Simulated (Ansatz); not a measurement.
## Elastic constants of Ir at 15 GPa (stress–strain coefficients): input and output

All numbers below come from DFT PBE, scalar-relativistic, plane waves, PAW in Ansatz 0.2.0.

Launched with:
```bash
ansatz run input.yaml --threads 1 --pin off --max-ram 3072MiB --backend cpu --events-out ev --progress --plain --runs-dir out
```

Input (bare energies are in eV):
```yaml
crystal:
  lattice:
    - [0.0, 1.9111888727, 1.9111888727]
    - [1.9111888727, 0.0, 1.9111888727]
    - [1.9111888727, 1.9111888727, 0.0]
  atoms:
    - { symbol: Ir, position: [0.0, 0.0, 0.0] }
basis:
  ecutwfc: 420
kpoints:
  mp_grid: { grid: [20, 20, 20] }
hamiltonian:
  xc: pbe
scf:
  occupations: { method: fermi_dirac, width: 0.15 }
output:
  forces: true
  stress: true
  eigenvalues: true
elastic:
  mode: relaxed_ion
  amplitude: 0.005
```

From the output:
```
--- Elastic constants: 2 strain directions × 4 members + reference (group order 48) ---
  dense FFT box of the reference and of every strained cell: 20×20×20
  strains applied: 11, 23; error gains: componentwise 1.00 (the most a stress slope's error grows in a printed constant), spectral 1.73 (1 for all six strains in a standard setting)
  C = ∂σ_k/∂η_j (tension-positive GPa; Voigt order 11 22 33 23 13 12):
       680.293    287.675    287.675     -0.000     -0.000      0.000
       287.675    680.293    287.675     -0.000     -0.000      0.000
       287.675    287.675    680.293      0.000      0.000     -0.000
         0.000     -0.000     -0.000    297.006      0.000     -0.000
         0.000     -0.000      0.000     -0.000    297.006     -0.000
         0.000     -0.000      0.000     -0.000     -0.000    297.006
  reference stress σ⁰ (GPa):    -15.000    -15.000    -15.000     -0.000     -0.000     -0.000
  C* (energy form; C + prestress term) asymmetry max|C*_kj − C*_jk| = 1.137e-13 GPa — a small one proves nothing (zero by symmetry where the batch's group is 432, −43m or m−3m); a large one is finite-difference/SCF noise where every solve ...
  moduli (Voigt/Reuss/Hill, GPa): K = 418.55/418.55/418.55   G = 256.73/246.44/251.58   E = 628.77   ν = 0.250
  mechanically stable: yes (min eigenvalue of sym C = 297.01 GPa)
  strain η (Voigt 11):  stress-route row diagonal C_11 = 680.29 GPa, energy-path curvature d²(F+E_count+ΔE)/dδ²/Ω₀ = 680.29 GPa
    cells at ±δ against ±2δ: C21 287.76 and 288.01 GPa, apart by 0.04 % of the column's largest entry
         δ    σ_11 (GPa) F (eV) n_scf n_hpsi n_pw
    -1.000e-2     -22.0203      -11935.3042499       6  153023    286   relax 0 steps, max|allowed force component| 0.00e0 eV/Å
    -5.000e-3     -18.4557      -11935.3130640       4  125996    290   relax 0 steps, max|allowed force component| 0.00e0 eV/Å
     5.000e-3     -11.6524      -11935.3261518       4  128280    291   relax 0 steps, max|allowed force component| 0.00e0 eV/Å
     1.000e-2      -8.4118      -11935.3305193       6  128650    293   relax 0 steps, max|allowed force component| 0.00e0 eV/Å
  strain η (Voigt 23):  stress-route row diagonal C_44 = 297.01 GPa, energy-path curvature d²(F+E_count+ΔE)/dδ²/Ω₀ = 304.47 GPa
    cells at ±δ against ±2δ: C44 296.99 and 296.95 GPa, apart by 0.02 % of the column's largest entry
         δ    σ_23 (GPa) F (eV) n_scf n_hpsi n_pw
    -1.000e-2      -2.9695      -11935.3190229       7  281289    290   relax 0 steps, max|allowed force component| 0.00e0 eV/Å
    -5.000e-3      -1.4850      -11935.3200179       4  218335    290   relax 0 steps, max|allowed force component| 0.00e0 eV/Å
     5.000e-3       1.4850      -11935.3200179       4  215963    290   relax 0 steps, max|allowed force component| 0.00e0 eV/Å
     1.000e-2       2.9695      -11935.3190229       6  238560    290   relax 0 steps, max|allowed force component| 0.00e0 eV/Å
```

Time: 52 s on 1 thread of Intel(R) Xeon(R) 6975P-C (Granite Rapids) (shared host), peak memory 0.55 GiB.

In a metal, frequencies and elastic constants depend on the k mesh and the smearing, soft modes and shear constants most. Spin–orbit coupling is left out, which can shift energies with elements as heavy as these.